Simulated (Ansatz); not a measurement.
# C: the cost of one run

All numbers are computed with the Python package of Ansatz 0.2.0. Level of theory: DFT PBEsol, plane waves, PAW.

## Step 1: The system

The structure is orthorhombic, space group Cmme (No. 67). The conventional cell has a = 2.456 Å, b = 4.254 Å, c = 7.173 Å, α = 90.00°, β = 90.00°, γ = 90.00°. C (site symmetry m) is surrounded by 3 C at 1.42 Å.

No structure file is read: the coordinates are typed or built in the script.

## Step 2: The script

Input file smear_c.py:

```python
# -*- coding: utf-8 -*-
'''How the energy of C depends on the smearing.'''

import warnings

import ansatz as az
import matplotlib.pyplot as plt

CUTOFF_EV = 420
FUNCTIONAL = 'pbesol'
K_SPACING = 0.26


def main():
    warnings.simplefilter('ignore', az.DeckWarning)

    lattice = az.Lattice.of(
        (1.228048, -2.127062, 0.0),
        (1.228048, 2.127062, 0.0),
        (0.0, 0.0, 7.173268),
    )
    sites = [
        ('C', (0.083379, 0.916621, 0.753138)),
        ('C', (0.583379, 0.416621, 0.246862)),
        ('C', (0.916621, 0.083379, 0.246862)),
        ('C', (0.416621, 0.583379, 0.753138)),
    ]
    cell = az.Crystal(lattice=lattice)
    for symbol, position in sites:
        cell = cell.atom(symbol, position)

    setup = (
        cell.calculation()
        .basis(CUTOFF_EV)
        .functional(FUNCTIONAL)
        .kpoints(spacing=K_SPACING)
        .stress()
    )

    rows = []
    for value in [0.5, 0.3, 0.2, 0.1]:
        rep = setup.occupations('gaussian', width=value).run().report
        rows.append((value, rep['free_energy_ev'] / len(rep['lattice']['sites']), rep['n_iterations'], sum(rep['stress_gpa'][i][i] for i in range(3)) / 3, rep['n_kpoints']))

    print('  width (eV)   F/atom (eV)    iterations       P (GPa)      k-points')
    for row in rows:
        print(f'{str(row[0]):>12s}  {row[1]:12.5f}  {row[2]:12d}  {row[3]:12.3f}  {row[4]:12d}')

    # the last row is the reference
    for row in rows[:-1]:
        shift = 1000 * (row[1] - rows[-1][1])
        print(f'{row[0]}: {shift:+.2f} meV/atom' + ('  (within 1 meV)' if abs(shift) < 1 else ''))
    plt.figure(figsize=(4.5, 3))
    plt.plot([str(row[0]) for row in rows], [1000 * (row[1] - rows[-1][1]) for row in rows], 'o-')
    plt.xlabel('width (eV)')
    plt.ylabel('F - F(last) (meV/atom)')
    plt.tight_layout()
    plt.savefig('smear.png', dpi=100)


if __name__ == '__main__':
    main()
```

## Step 3: What the engine is handed

The package turns the script's settings into the engine's input (first run):

```yaml
crystal:
  lattice:
    - [1.228048, -2.127062, 0.0]
    - [1.228048, 2.127062, 0.0]
    - [0.0, 0.0, 7.173268]
  atoms:
    - { symbol: C, position: [0.083379, 0.916621, 0.753138] }
    - { symbol: C, position: [0.583379, 0.416621, 0.246862] }
    - { symbol: C, position: [0.916621, 0.083379, 0.246862] }
    - { symbol: C, position: [0.416621, 0.583379, 0.753138] }
basis:
  ecutwfc: 420.0
kpoints:
  mp_grid:
    kspacing: 0.26
hamiltonian:
  xc: pbesol
scf:
  occupations:
    method: gaussian
    width: 0.5
output:
  stress: true
```

## Step 4: Launch

On the command line:

```sh
$ python smear_c.py
```

**Question.** How long does this script take on 1 thread of Arm Neoverse V2, shared host, and how much memory does it need?

About 9.9 s, with a peak of 0.41 GiB.
